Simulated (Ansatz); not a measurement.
## A vibration from a frozen displacement in Al

Level of theory: DFT PBE+D3(BJ), scalar-relativistic, plane waves, PAW in Ansatz. The runs took a 420 eV cutoff, a Γ-centred 10×10×10 mesh and Gaussian smearing (0.15 eV). No spin polarisation. Energies are free energies at this smearing, counted from the undisturbed cell; pressure is positive in compression.

The starting cell (as given, not relaxed at this level; it stands at -3.8 GPa):

```
Al
1.0
    -4.04796    4.04796    0.00000
    -4.04796    0.00000    4.04796
     0.00000    4.04796    4.04796
Al
8
Direct
  0.00000 0.00000 0.00000
  0.50000 0.00000 0.00000
  0.00000 0.50000 0.00000
  0.00000 0.00000 0.50000
  0.50000 0.50000 0.00000
  0.50000 0.00000 0.50000
  0.00000 0.50000 0.50000
  0.50000 0.50000 0.50000
```

Atom 1 (Al) is moved by x along the Cartesian unit vector (0.707, -0.707, 0.000); the cell and all other atoms stay fixed. The cell's volume is 132.66 Å³; the moved atoms weigh 26.982 u together and the others 188.871 u. Some rows repeat others by symmetry and weren't run.

| x (Å) | ΔE (meV/cell) | total force on the moved atoms along the move (eV/Å) | pressure (GPa) |
| --- | --- | --- | --- |
| -0.1000 | 22.14 | 0.4459 | -3.6844 |
| -0.0833 | 15.33 | 0.3698 | -3.7126 |
| -0.0667 | 9.81 | 0.2951 | -3.7354 |
| -0.0500 | 5.51 | 0.2206 | -3.7533 |
| -0.0333 | 2.44 | 0.1467 | -3.7661 |
| -0.0167 | 0.61 | 0.0735 | -3.7737 |
| 0.0000 | 0.00 | 0.0000 | -3.7763 |
| 0.0167 | 0.61 | -0.0735 | -3.7737 |
| 0.0333 | 2.44 | -0.1467 | -3.7661 |
| 0.0500 | 5.51 | -0.2206 | -3.7533 |
| 0.0667 | 9.81 | -0.2951 | -3.7354 |
| 0.0833 | 15.33 | -0.3698 | -3.7126 |
| 0.1000 | 22.14 | -0.4459 | -3.6844 |

What frequency belongs to this motion?

The force constant is k = −dF/dx = 4.404 eV/Å², from the parabola through x = -0.0167, 0 and 0.0167. In every cell the moved atoms swing against the rest, so the mass is μ = m₁m₂/(m₁ + m₂) = 23.609 u, and ν̃ = 521.5 cm⁻¹ × √(|k|/μ) = 225 cm⁻¹, at this cell's pressure of -3.8 GPa. The pattern needn't be a normal mode: ν̃² is then a weighted mean of the squared nonzero frequencies at the zone centre of this cell, so it lies between the lowest and the highest of them.

How far does the harmonic law reach?

At x = -0.100 Å, kx²/2 = 22.02 meV against the computed 22.14 meV (+0.6 %): the well is still close to harmonic there.

The pressure changes with x². What does that say about the frequency under compression?

With E = k(V)x²/2, k ∝ V^(−2γ) and x scaling with the cell as V^(1/3), P − P0 = −∂E/∂V = (2γ − 2/3) ΔE/V. At x = 0.0333 Å, V(P − P0) = 132.66 × 0.01016 / 160.2 eV = 8.41 meV and ΔE = 2.44 meV, so γ = 1/3 + V(P − P0)/(2ΔE) = 2.06. This is the Grüneisen parameter of the motion under uniform scaling of the cell: shrinking the cell evenly by 1 % in volume raises the frequency by about 2.06 %.

In a metal these slopes depend on the k mesh and the smearing.

Cost: 7 runs of about 3.1 core-minutes in all, on Intel Xeon Platinum 8259CL (Skylake/Cascade Lake) (shared hosts).